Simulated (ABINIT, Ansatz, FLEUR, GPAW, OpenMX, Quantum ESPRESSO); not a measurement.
**WSe: programs and potentials compared**

```
W Se
1.0
     3.31794    0.00000    0.00000
    -1.65897    2.87342    0.00000
     0.00000    0.00000   31.65814
W Se
2 2
Direct
  0.00000 0.00000 0.23691
  0.00000 0.00000 0.76309
  0.33333 0.66667 0.28941
  0.33333 0.66667 0.71059
```

Alike in all runs: functional PBE; k mesh 9 × 9 × 1; occupations fermi-dirac, width 0.05 eV; no spin polarisation; no spin-orbit coupling.

```csv
program and potentials,plane-wave cutoff (eV),notes,largest force (eV/Å)
"Ansatz, all-electron LAPW, scalar-relativistic",-,-,0.426
"Ansatz, Ansatz PAW",420,15 valence electrons an atom on average,0.437
"FLEUR, all-electron, FLAPW",-,-,0.464
"OpenMX, OpenMX 2013 PBE set, W7.0-s3p2d2f1, Se7.0-s3p2d2, grid cutoff 400 Ry",-,atomic basis; 9 valence electrons an atom on average,0.195
"Quantum ESPRESSO, PseudoDojo 0.4.1 SR PBE standard",1170,15 valence electrons an atom on average,0.411
"GPAW, GPAW PAW data sets (gpaw-data 1.2.1)",450,10 valence electrons an atom on average,0.421
"ABINIT, JTH PAW PBE v2.0",435,10 valence electrons an atom on average,0.393
```

Force on atom 1 (W), eV/Å:

```tsv
program and potentials	x	y	z
Ansatz, all-electron LAPW, scalar-relativistic	0.000	0.000	0.426
Ansatz, Ansatz PAW	0.000	0.000	0.437
FLEUR, all-electron, FLAPW	0.000	0.000	0.464
OpenMX, OpenMX 2013 PBE set, W7.0-s3p2d2f1, Se7.0-s3p2d2, grid cutoff 400 Ry	-0.002	0.002	0.194
Quantum ESPRESSO, PseudoDojo 0.4.1 SR PBE standard	0.000	0.000	0.411
GPAW, GPAW PAW data sets (gpaw-data 1.2.1)	0.000	0.000	0.421
ABINIT, JTH PAW PBE v2.0	0.000	0.000	0.393
```

Rows in atomic bases carry the error of their basis and grid, which can be large.

Differences between rows come from potentials, basis sets and numerical settings, since the functional is the same but for its coding. Runs on potential files found faulty are left out.
